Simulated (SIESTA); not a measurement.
Runs of SIESTA 5.4.2 on GaAs. The structure is cubic, space group F-43m (No. 216). The conventional cell has a = 5.654 Å, b = 5.654 Å, c = 5.654 Å, α = 90.00°, β = 90.00°, γ = 90.00°. Around As (site symmetry -43m) lie 4 Ga at 2.45 Å. Around Ga (site symmetry -43m) lie 4 As at 2.45 Å. 

| potentials or basis | gap on the mesh (eV) | pressure (GPa) |
| --- | --- | --- |
| PseudoDojo 0.5 standard (PBE files), DZP (energy shift 0.003 Ry; two zetas on semicore shells) | 0.66 | 4.1 |
| SG15 1.2 (PBE files) or PseudoDojo by element, DZP (energy shift 0.003 Ry; two zetas on semicore shells) | (a) | 4.1 |
| PseudoDojo 0.4 standard (PBE files), DZP (energy shift 0.003 Ry; two zetas on semicore shells) | 0.66 | 4.1 |
| PseudoDojo 0.4 stringent (PBE files), DZP (energy shift 0.003 Ry; two zetas on semicore shells) | 1.48 | (b) |
| Ansatz (PBE files), DZP (energy shift 0.003 Ry; two zetas on semicore shells) | 0.66 | 4.1 |
| SPMS 1.0 (PBE files) or PseudoDojo by element, DZP (energy shift 0.003 Ry; two zetas on semicore shells) | 0.63 | 4.4 |

Alike in all rows: task single point; level PBE; no spin polarisation; cell as given; k mesh 8 × 8 × 8; smearing fermi-dirac 0.05 eV; grid cutoff 800 Ry; energy shift 0.003 Ry.

Question: Fill in the values left out.

Answer: (a) 0.51; (b) 0.6.

Caveats: the basis of atomic orbitals isn't converged, which shifts pressures, moduli and gaps; short orbitals over semicore shells can move pressures by several GPa (some runs); the valence orbitals were made in a potential fitted to the semicore shell under them, which widens gaps by tenths of an eV or more (some runs).

A k mesh can miss the band edges, and the runs leave out spin-orbit coupling on As, Ga.

The runs don't all hold the same shells in valence.
